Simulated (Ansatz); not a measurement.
Input and output of a single-point calculation on AlN built on the rocksalt prototype (Ansatz 0.2.0, PBE). The cell was relaxed with r2SCAN and then strained (epitaxial +3.0 % in the plane normal to [111], free normal strain -0.41 %), with the atoms relaxed again with r2SCAN; k points keep the names of the unstrained zone.

Input (YAML):
```yaml
crystal:
  lattice:
    - [-0.04585422, 2.0335802857, 2.0335802857]
    - [2.0335802857, -0.04585422, 2.0335802857]
    - [2.0335802857, 2.0335802857, -0.04585422]
  atoms:
    - { symbol: Al, position: [0.0, 0.0, 0.0] }
    - { symbol: "N", position: [0.5, 0.5, 0.5] }
kpoints:
  mp_grid: { grid: [10, 10, 10] }
  band_path:
    path:
      - [0.0, 0.0, 0.0]
      - [0.5, 0.0, 0.5]
      - [0.625, 0.25, 0.625]
      - [0.375, 0.375, 0.75]
      - [0.5, 0.5, 0.5]
      - [0.5, 0.25, 0.75]
      - [0.0, 0.5, 0.5]
    npoints: 1
hamiltonian:
  xc: pbe
scf:
  occupations: { method: fermi_dirac, width: 0.02 }
  n_extra_bands: 4
output:
  forces: true
  stress: true
  eigenvalues: true
```

Run as `ansatz run input.yaml --threads 2 --pin off --max-ram 29491MiB --backend cpu --events-out ev --progress --plain --runs-dir out`. It took 0.71 s on 2 threads of AMD EPYC 7R13 Processor (Zen 3) (shared host), load about 0.7 per core; peak host memory 0.41 GiB.

Output, abridged:
```
scf.n_extra_bands = 4 over 4 filled bands (N_el = 8.0): the run solves 8 bands
Pseudopotential: Al, paw, valence charge 3, recommended cutoff 420 eV (normal)
Pseudopotential: N, paw, valence charge 5, recommended cutoff 420 eV (normal)
Functional definition: PBE
  parameter kappa = 0.804
  parameter beta = 0.06672455060314922
  exchange = pbe_x(kappa = kappa, mu = beta*pi^2/3)
  correlation = pbe_c(beta = beta)
Crystal: 2 atoms, lattice volume = 17.388 Å³
Basis set: ecut = 420 eV, 331 PW (Γ)
Symmetry: 12 space group operations
Space group: R-3m (ITA 166)
k-points: 116 of 1000
SCF iter   1: HF=-923.880949 eV  Δρ=1.39e-3  dr2=9.87e-5
preconditioner: auto → none  [insulator: Δε(μ)=3.757 eV  σ=0.020 eV  ℏωp=25.2 eV]
SCF iter   2: HF=-923.881011 eV  Δρ=6.62e-4  dr2=2.17e-5
SCF iter   3: HF=-923.881055 eV  Δρ=2.20e-4  dr2=6.99e-6
SCF iter   4: HF=-923.881053 eV  Δρ=4.37e-5  dr2=1.91e-7
SCF iter   5: HF=-923.881053 eV  Δρ=8.73e-6  dr2=1.13e-8
SCF iter   6: HF=-923.881053 eV  Δρ=2.19e-6  dr2=6.71e-10
SCF 1 converged in 6 iterations: F = -923.881053 eV  dr2 = 6.71e-10
Free energy (F): -923.881053 eV
Fermi energy:    12.677693 eV
--- Per-component energies (eV) ---
  E_band       = 34.717160
  E_kinetic    = 160.478934
  E_local      = -174.159349
  E_nonlocal   = 53.875363
  E_hartree    = 63.064671
  E_xc         = -102.471898
  E_vxc        = -108.978499
  E_paw        = -594.502108
  E_vpaw       = -22.629083
  E_ewald      = -330.166762
--- Stress (GPa, compression-positive) ---
       -7.193434       6.315069       6.315069
        6.315069      -7.193434       6.315069
        6.315069       6.315069      -7.193434
  P = ⅓ Tr σ = -7.1934 GPa (-71.934 kbar)
--- Band table (eV; the first three rows and the last of 116) ---
  k-point 0: bands = [-6.5654, 10.3792, 10.3792, 10.8085, 15.4278, 22.1336, 22.1336, 23.1930]
  k-point 1: bands = [-6.3734, 9.3894, 10.2763, 10.6561, 16.1107, 21.4007, 22.4383, 23.3409]
  k-point 2: bands = [-5.8164, 7.3090, 10.0266, 10.3700, 16.9355, 20.8380, 22.7193, 23.2378]
  k-point 115: bands = [-3.3428, 2.7817, 9.3134, 9.3134, 15.9148, 20.6386, 20.6386, 23.3243]
```

The rows of the band table are 0: (0, 0, 0) = Γ, 1: (0, 0, 0.100), 2: (0, 0, 0.200), 115: (-1/2, -1/2, -1/2) = L.

bands.tsv, columns around the gap (it counts bands from 0):
```tsv
# k_distance	band_0	band_1	band_2	band_3	band_4	band_5	band_6	band_7
# fermi_ev = 12.677693
# [0, 0, 0] at k_distance = 0.000000
# [0.5, 0, 0.5] at k_distance = 1.528213
# [0.625, 0.25, 0.625] at k_distance = 2.074608
# [0.375, 0.375, 0.75] at k_distance = 2.999776
# [0.5, 0.5, 0.5] at k_distance = 3.924943
# [0.5, 0.25, 0.75] at k_distance = 4.993234
# [0, 0.5, 0.5] at k_distance = 6.686264
# levels_relative_to = fermi_ev
0.000	-19.243	-2.299	-2.299	-1.869	2.750	9.456	9.456	10.515
1.528	-15.281	-9.190	-5.043	-4.590	1.891	3.312	11.217	14.191
2.075	-15.230	-8.349	-7.256	-4.527	3.071	7.088	10.078	11.728
3.000	-15.230	-8.349	-7.256	-4.527	3.071	7.088	10.078	11.728
3.925	-16.020	-9.896	-3.364	-3.364	3.237	7.961	7.961	10.647
4.993	-15.136	-7.584	-7.579	-5.916	5.388	8.065	8.371	9.632
6.686	-15.281	-9.190	-5.043	-4.590	1.891	3.312	11.217	14.191
```
In order the rows are Γ, X, U, K, L, W, X.

The PBE gap is indirect, 3.76 eV (Γ to X), below the direct gap of 4.62 eV at Γ. The gap is the least over the mesh and the extra points. With the atoms held, the mean pressure is -7.19 GPa (compression positive).

No spin polarisation. The prototype was imposed, so other structures may be more stable.
